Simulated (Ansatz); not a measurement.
The system is ZnS (Wurtzite-6H).

```
Zn S
1.0
     3.81200    0.00000    0.00000
    -1.90600    3.30129    0.00000
     0.00000    0.00000   18.68999
Zn S
6 6
Direct
  0.33333 0.66667 0.83333
  0.66667 0.33333 0.33333
  0.66667 0.33333 0.66667
  0.33333 0.66667 0.16667
  0.00000 0.00000 0.50000
  0.00000 0.00000 0.00000
  0.33333 0.66667 0.95833
  0.66667 0.33333 0.45833
  0.66667 0.33333 0.79167
  0.33333 0.66667 0.29167
  0.00000 0.00000 0.62500
  0.00000 0.00000 0.12500
```

* Program: Ansatz 0.2.0
* Task: relaxation of cell and atoms
* Functional: LDA
* Potentials or basis: Ansatz PAW
* Cutoff: 420 eV (not typed: the program's choice for these potentials)
* k mesh: 8 × 8 × 2
* Occupations: fermi-dirac, width 0.05 eV
* Spin: no spin polarisation

At the start: volume 19.60 Å³/atom.

Problem. Where does the relaxation end?

Solution. It ends after 5 steps and the volume is 18.58 Å³/atom (-5.2 %); space group P6_3mc (No. 186, to 0.05 Å).

Step by step:
| step | energy change (eV) | largest force (eV/Å) | volume (Å³) |
| --- | --- | --- | --- |
| 1 | 0.0000 | 0.0276 | 235.20 |
| 2 | -0.1432 | 0.0107 | 227.53 |
| 3 | -0.1692 | 0.0039 | 222.48 |
| 4 | -0.1693 | 0.0012 | 222.92 |
| 5 | -0.1656 | 0.0012 | 222.92 |

Final structure:
```
CELL_PARAMETERS angstrom
3.74283 0.00000 0.00000
-1.87142 3.24139 0.00000
0.00000 0.00000 18.37480
ATOMIC_POSITIONS crystal
Zn 0.33333 0.66667 0.83330
Zn 0.66667 0.33333 0.33330
Zn 0.66667 0.33333 0.66688
Zn 0.33333 0.66667 0.16688
Zn 0.00000 0.00000 0.50003
Zn 0.00000 0.00000 0.00003
S 0.33333 0.66667 0.95809
S 0.66667 0.33333 0.45809
S 0.66667 0.33333 0.79162
S 0.33333 0.66667 0.29162
S 0.00000 0.00000 0.62509
S 0.00000 0.00000 0.12509
```

Caveat: the plane-wave basis is chosen anew once the cell has moved, so the energies of steps on either side of that aren't comparable; the PAW data sets come from PBE, with cores solved anew for the run's functional, which leaves a small shift of forces and pressure.
